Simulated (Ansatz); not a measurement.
Write the native input for Ansatz 0.2.0 that does the following.

| Quantity | Value |
| --- | --- |
| Task | band structure |
| Functional | PBEsol |
| Potentials or basis | Ansatz PAW |
| Cutoff | 420 eV (not typed: the program's choice for these potentials) |
| k mesh | 8 × 8 × 8 |
| Occupations | fermi-dirac, width 0.05 eV |
| Spin | spin-orbit coupling, no magnetisation |
| Path | [["G", "L", "B1"], ["B", "Z", "G", "X"], ["Q", "F", "P1", "Z"], ["L", "P"]] |
| Points for each segment of the path | 14 |

InSe:

```
In Se
1.0
     2.00000    1.15470    8.44000
    -2.00000    1.15470    8.44000
     0.00000   -2.30940    8.44000
In Se
2 2
Direct
  0.88860 0.88860 0.88860
  0.00000 0.00000 0.00000
  0.17190 0.17190 0.17190
  0.38350 0.38350 0.38350
```

The input as run:

input.yaml

```yaml
crystal:
  lattice:
    - [2.0, 1.1547005384, 8.44]
    - [-2.0, 1.1547005384, 8.44]
    - [0.0, -2.3094010768, 8.44]
  atoms:
    - { symbol: In, position: [0.8886, 0.8886, 0.8886] }
    - { symbol: In, position: [0.0, 0.0, 0.0] }
    - { symbol: Se, position: [0.1719, 0.1719, 0.1719] }
    - { symbol: Se, position: [0.3835, 0.3835, 0.3835] }
hamiltonian:
  xc: pbesol
  pseudopotentials: { kind: paw_fr }
magnetization:
  noncollinear: true
  spin_orbit: true
kpoints:
  mp_grid: { grid: [8, 8, 8] }
  band_path:
    path:
      - [[0.0, 0.0, 0.0], [0.5, 0.0, 0.0], [0.5, 0.1791451724, -0.1791451724]]
      - [[0.8208548276, 0.5, 0.1791451724], [0.5, 0.5, 0.5], [0.0, 0.0, 0.0], [0.3395725862, 0.0, -0.3395725862]]
      - [[0.6604274138, 0.3395725862, 0.0], [0.5, 0.5, 0.0], [0.6604274138, 0.6604274138, 0.1791451724], [0.5, 0.5, 0.5]]
      - [[0.5, 0.0, 0.0], [0.8208548276, 0.3395725862, 0.3395725862]]
    npoints: 14
scf:
  occupations: { method: fermi_dirac, width: 0.05 }
  n_extra_bands: 10
output:
  forces: true
  stress: true
  eigenvalues: true
  fatbands: false
```

Potentials or basis: Ansatz PAW.

Launch:

```console
$ ansatz run input.yaml --threads 2 --pin off --max-ram 5632MiB --backend cpu --events-out ev --progress --plain --runs-dir out
```

Results of the run:

| Item | Value |
| --- | --- |
| Pressure | 0.1 GPa |
| Largest force | 0.304 eV/Å |
| Band gap on the k mesh | 0.32 eV, direct |
| Band gap along the path | 0.32 eV, direct |

Caveat: the PAW data sets come from PBE, with cores solved anew for the run's functional, which leaves a small shift of forces and pressure.

It took 2.8 min on 2 threads of Arm Neoverse V1 (shared host), peak memory 1.2 GiB.
